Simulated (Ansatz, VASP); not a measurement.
# One calculation of SiC, two programs

```
Si C
1.0
     3.07530    0.00000    0.00000
    -1.53765    2.66329    0.00000
     0.00000    0.00000    5.04834
Si C
2 2
Direct
  0.33333 0.66667 0.49960
  0.66667 0.33333 0.99960
  0.33333 0.66667 0.87540
  0.66667 0.33333 0.37540
```

Alike in both runs: functional r2SCAN; k mesh 12 × 12 × 6; occupations gaussian, width 0.02 eV; no spin polarisation.

Ansatz relaxed the structure, and its values are those at the end. VASP's run is a single point on that final structure, the one shown.

|  | VASP | Ansatz |
| --- | --- | --- |
| version | VASP 6.6.1 | Ansatz 0.2.0 |
| potentials or method | VASP PAW PBE potentials, release 64 (Si, C) | scalar-relativistic, plane waves, PAW |
| plane-wave cutoff (eV) | 520 | 500 |
| valence electrons in the cell | 16 | 16 |

|  | VASP | Ansatz | Ansatz less VASP |
| --- | --- | --- | --- |
| gap on the k mesh at the Fermi level (eV) | 2.66 | 2.65 | -0.007 |
| least direct gap on the mesh (eV) | 4.48 | 4.48 | -0.009 |
| pressure (GPa) | -0.2 | 0.0 | +0.18 |

Caveats: the PAW data sets were made with another functional, which shifts forces and pressure a little (VASP). A k mesh can miss the band edges. r2SCAN opens gaps a little over a GGA but as a rule still falls short of measured ones.
